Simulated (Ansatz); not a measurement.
## Guessed and relaxed cells of P

The cell of P is invented: 5-connected net of one element (Ia-3d, No. 230). Lengths were set from tabulated atomic sizes, so they are only a guess.

start:

Space group Ia-3d (No. 230). a = 5.720 Å, b = 5.720 Å, c = 5.720 Å, α = 90.00°, β = 90.00°, γ = 90.00°
| atom | site | symmetry | x | y | z |
| --- | --- | --- | --- | --- | --- |
| P | 16b | .32 | 0.1250 | 0.1250 | 0.1250 |

All numbers below come from DFT PBE, scalar-relativistic, plane waves, PAW in Ansatz. Cutoff 420 eV, Gaussian smearing, Γ-centred meshes. Cell and atoms relax first on a coarse mesh and then on a finer one. In between, the cell is made exact in the group found at 0.06 Å. In metals the finer mesh still leaves noise of several meV/atom or more. The steps can't lower the symmetry of their start. No spin polarisation.

end:

Space group Ia-3d (No. 230). a = 6.516 Å, b = 6.516 Å, c = 6.516 Å, α = 90.00°, β = 90.00°, γ = 90.00°
| atom | site | symmetry | x | y | z |
| --- | --- | --- | --- | --- | --- |
| P | 16b | .32 | 0.1250 | 0.1250 | 0.1250 |

The symmetry stays Ia-3d (No. 230). The volume per atom grows by 47.8 %, from 11.7 to 17.3 Å³. The shortest distance goes from 2.02 Å (P–P) to 2.30 Å (P–P). The energy falls by about 0.75 eV/atom (the start's value is from the coarse mesh).

* Volume per atom: 17.29 Å³
* Density: 2.97 g/cm³
* Energy over the standard state: +0.45 eV/atom
* Gap on the 8×8×8 mesh of the 8-atom cell: 0 eV (a metal)

Energies count from the standard state of P at the same level. The references include black phosphorus. So it is a metastable form at best.

The last run used Gaussian smearing of 0.10 eV. The reference form of P is held partly by dispersion forces, which this level lacks. A structure relaxed within its symmetry needn't be a true minimum. In all, the 3 runs took 37 s on 1 thread of Arm Neoverse V2, with other jobs on the host. Another cell of P relaxed alike, in R-3m, lies 0.41 eV/atom lower, so this cell isn't the stable form at this level.
